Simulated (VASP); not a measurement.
# MoP: band structure with LDA

Crystal: MoP.

```
Mo P
1.0
     3.20855    0.00000    0.00000
    -1.60428    2.77869    0.00000
     0.00000    0.00000    3.17329
Mo P
1 1
Direct
  0.00000 0.00000 0.00000
  0.33333 0.66667 0.50000
```

```yaml
Program: VASP 6.6.1
Task: band structure
Functional: LDA
Potentials_or_basis: VASP PAW LDA potentials, release 64 (Mo_sv, P)
Cutoff: 520 eV
k_mesh: 15 × 15 × 11
Occupations: methfessel-paxton, width 0.1 eV
Spin: no spin polarisation
Further_INCAR_settings: ALGO = Normal; EDIFF = 1e-06
```

```json
{
 "Pressure": "-3.4 GPa",
 "Band gap along the path": "none (metal or under the smearing width)"
}
```

Stress tensor (GPa, compression positive):
```
-3.01  0.00  0.00
 0.00 -3.01  0.00
 0.00  0.00 -4.04
```

Levels at the corners of the path, in eV from the Fermi level:
| point | band 7 | band 8 | band 9 | band 10 | band 11 | band 12 |
| --- | --- | --- | --- | --- | --- | --- |
| Γ | -3.39 | -3.39 | -0.69 | 0.26 | 0.26 | 4.16 |
| M | -4.00 | -3.86 | -1.28 | -0.45 | 1.71 | 2.37 |
| M | -4.00 | -3.86 | -1.28 | -0.45 | 1.71 | 2.37 |
| K | -5.32 | -3.81 | -1.57 | -0.11 | 0.63 | 0.78 |
| K | -5.32 | -3.81 | -1.57 | -0.11 | 0.63 | 0.78 |
| Γ | -3.39 | -3.39 | -0.69 | 0.26 | 0.26 | 4.16 |
| Γ | -3.39 | -3.39 | -0.69 | 0.26 | 0.26 | 4.16 |
| A | -2.79 | -2.79 | -1.76 | -1.76 | 1.33 | 2.93 |
| A | -2.79 | -2.79 | -1.76 | -1.76 | 1.33 | 2.93 |
| L | -5.31 | -4.52 | -1.07 | 1.43 | 1.84 | 3.61 |
| L | -5.31 | -4.52 | -1.07 | 1.43 | 1.84 | 3.61 |
| H | -5.75 | -3.23 | -1.38 | 1.53 | 3.38 | 4.28 |
| H | -5.75 | -3.23 | -1.38 | 1.53 | 3.38 | 4.28 |
| A | -2.79 | -2.79 | -1.76 | -1.76 | 1.33 | 2.93 |
| L | -5.31 | -4.52 | -1.07 | 1.43 | 1.84 | 3.61 |
| M | -4.00 | -3.86 | -1.28 | -0.45 | 1.71 | 2.37 |
| K | -5.32 | -3.81 | -1.57 | -0.11 | 0.63 | 0.78 |
| H | -5.75 | -3.23 | -1.38 | 1.53 | 3.38 | 4.28 |

Wall time 9.3 s on 4 MPI ranks on Intel(R) Xeon(R) 6975P-C (Granite Rapids), with other jobs on the host, peak memory 0.2 GiB a rank.
